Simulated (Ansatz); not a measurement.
# PbO: the cost of one run

Method: DFT PBE+D3(BJ), scalar-relativistic, plane waves, PAW, in Ansatz 0.2.0.

1 further run of the same task is left out (set aside as unsound or not needed).

## 1. The system as given

It takes space group P4/nmm (No. 129, tetragonal). Conventional cell: a = 3.974 Å, b = 3.974 Å, c = 5.022 Å, α = 90.00°, β = 90.00°, γ = 90.00°. Pb (site symmetry 4mm) is surrounded by 4 O at 2.31 Å. O (site symmetry -4m2) is surrounded by 4 Pb at 2.31 Å.

Structure file:

```
CELL_PARAMETERS angstrom
3.97440 0.00000 0.00000
0.00000 3.97440 0.00000
0.00000 0.00000 5.02200
ATOMIC_POSITIONS crystal
Pb 0.00000 0.50000 0.23510
Pb 0.50000 0.00000 0.76490
O 0.00000 0.00000 0.00000
O 0.50000 0.50000 0.00000
```

Source of the structure: the Crystallography Open Database.

## 2. Quick check of gap, pressure and forces

Input file input.yaml:

```yaml
crystal:
  lattice:
    - [3.9744, 0.0, 0.0]
    - [0.0, 3.9744, 0.0]
    - [0.0, 0.0, 5.022]
  atoms:
    - { symbol: Pb, position: [0.0, 0.5, 0.2351] }
    - { symbol: Pb, position: [0.5, 0.0, 0.7649] }
    - { symbol: O, position: [0.0, 0.0, 0.0] }
    - { symbol: O, position: [0.5, 0.5, 0.0] }
basis:
  ecutwfc: 420
kpoints:
  mp_grid: { grid: [4, 4, 4] }
hamiltonian:
  xc: pbe
  dispersion: d3bj
scf:
  occupations: { method: gaussian, width: 0.1 }
output:
  forces: true
  stress: true
  eigenvalues: true
```

Started as:

```
ansatz run input.yaml --threads 1 --pin off --max-ram 1228MiB --backend cpu --events-out ev --progress --plain --runs-dir out
```

What time and memory should one allow on 1 thread of an x86-64 CPU, shared host?

About 1.9 s, with a peak of 0.42 GiB.
